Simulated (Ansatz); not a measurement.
# W: what a change does to the field gradients

Base: a COD entry, whose atoms a relaxation with PBE at fixed cell left in place.

```yaml
crystal:
  lattice:
    - [5.08300, 0.00000, 0.00000]
    - [0.00000, 5.08300, 0.00000]
    - [0.00000, 0.00000, 5.08300]
  atoms:
    - { symbol: W, position: [0.00000, 0.00000, 0.00000] }
    - { symbol: W, position: [0.50000, 0.50000, 0.50000] }
    - { symbol: W, position: [0.00000, 0.50000, 0.25000] }
    - { symbol: W, position: [0.00000, 0.50000, 0.75000] }
    - { symbol: W, position: [0.25000, 0.00000, 0.50000] }
    - { symbol: W, position: [0.75000, 0.00000, 0.50000] }
    - { symbol: W, position: [0.50000, 0.75000, 0.00000] }
    - { symbol: W, position: [0.50000, 0.25000, 0.00000] }
```

Atom numbers follow the list; atoms alike are taken as one site, whose name carries the number of the first.

The numbers come from a DFT calculation in Ansatz (PBE, plane waves and PAW, scalar-relativistic, 420 eV cutoff, Γ-centred 9×9×9 k-points, Fermi–Dirac smearing 0.05 eV).

Gradients in 10²¹ V/m²:

```json
{"site": "W1", "atoms": "1, 2", "V_zz base": "0.00", "η base": "–", "V_zz variant": "6.90", "η variant": "0.02"}
{"site": "W3", "atoms": "3, 4", "V_zz base": "-6.32", "η base": "0.00", "V_zz variant": "-8.70", "η variant": "0.00"}
{"site": "W5", "atoms": "5, 6, 7, 8", "V_zz base": "-6.32", "η base": "0.00", "V_zz variant": "8.26", "η variant": "0.84"}
```

(1) Which change was made?
A. z stretched by 3 %, ions relaxed
B. z compressed by 1 %, ions relaxed
C. volume scaled by 1.06, ions relaxed
D. volume scaled by 0.98, ions relaxed

## Answers

(1) A. It leaves 3 symmetry-distinct sites where the base has 2; another option leaves as many, so the size and sign of the changes have to decide. The largest change of V_zz along a kept axis is on W1, from 0.00 to 6.90. In per cent, |V_zz| changes by +38 on W (all sites that start above 2, bar those whose gradient vanishes or changes sign or whose main axis turns by over 40°). On W5 the largest principal value lies along another axis in the second run, so the two V_zz can't be compared directly.

The run finds no gap above 0.1 eV (a metal, or nearly one), so the gradients can move by 10 % or more with the k-mesh. Without spin–orbit coupling the gradients at and beside W can be off by some per cent, at some sites by more.
For the variant: At this changed cell the PBE pressure is -8 GPa.
